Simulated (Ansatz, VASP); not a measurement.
MgB2: VASP beside Ansatz

INCAR

```
SYSTEM = MgB2
  ALGO = Normal
  EDIFF = 1E-6
  EDIFFG = -0.01
  ENCUT = 600
  GGA = RP
  IBRION = 2
  ISIF = 3
  ISMEAR = -1
  IVDW = 13
  LASPH = .True.
  LCHARG = .False.
  LREAL = .False.
  LWAVE = .False.
  NELM = 100
  NSW = 60
  PREC = Accurate
  SIGMA = 0.05
```

File KPOINTS:

```
k-points
0
Gamma
  10 10 8
  0 0 0
```

The input POSCAR:

```
MgB2
1.0
    3.0850000000      0.0000000000      0.0000000000
   -1.5425000000      2.6716883707      0.0000000000
    0.0000000000      0.0000000000      3.5230000000
Mg B
1 2
Direct
    0.0000000000      0.0000000000      0.0000000000
    0.6666666667      0.3333333333      0.5000000000
    0.3333333333      0.6666666667      0.5000000000
```

File input.yaml:

```yaml
crystal:
  lattice:
    - [3.085, 0.0, 0.0]
    - [-1.5425, 2.6716883707, 0.0]
    - [0.0, 0.0, 3.523]
  atoms:
    - { symbol: Mg, position: [0.0, 0.0, 0.0] }
    - { symbol: B, position: [0.6666666667, 0.3333333333, 0.5] }
    - { symbol: B, position: [0.3333333333, 0.6666666667, 0.5] }
hamiltonian:
  xc: rpbe
  pseudopotentials: { kind: paw }
  dispersion: d4
kpoints:
  mp_grid: { grid: [10, 10, 8] }
scf:
  occupations: { method: fermi_dirac, width: 0.05 }
output:
  forces: true
  stress: true
  eigenvalues: true
relax:
  f_tol: 0.01
  max_steps: 40
  cell: { stress_tol: 0.05 }
```

Alike in both runs: task relaxation of cell and atoms; functional RPBE; dispersion D4; k mesh 10 × 10 × 8; occupations fermi-dirac, width 0.05 eV; no spin polarisation.

|  | VASP | Ansatz |
| --- | --- | --- |
| version | VASP 6.6.1 | Ansatz 0.2.0 |
| potentials or method | VASP PAW PBE potentials, release 64 (Mg, B) | Ansatz PAW |
| plane-wave cutoff (eV) | 600 | 420 |
| valence electrons in the cell | 8 | 16 |

VASP gave:

| Item | Value |
| --- | --- |
| gap on the k mesh at the Fermi level, each at its own relaxed structure (eV) | none |
| relaxed volume (Å³/atom) | 9.20 |
| relaxed cell length with the largest relative difference (Å) | 3.421 |
| energy change over the relaxation (meV/atom) | -11 |

Question: What did Ansatz give for the same quantities?

Answer: gap on the k mesh at the Fermi level, each at its own relaxed structure (eV): none; relaxed volume (Å³/atom): 9.23; relaxed cell length with the largest relative difference (Å): 3.428; energy change over the relaxation (meV/atom): -9.

A gap of «none» marks a metal or a gap that the smearing closes. The two sets of potentials don't hold the same shells in valence.

Caveats: pairwise dispersion overbinds metals, which lowers pressure and volume; the PAW data sets were made with another functional, which shifts forces and pressure a little (VASP); the plane-wave basis is chosen anew once the cell has moved, so the energies of steps on either side of that aren't comparable (Ansatz); the PAW data sets come from PBE, with cores solved anew for the run's functional, which leaves a small shift of forces and pressure (Ansatz).
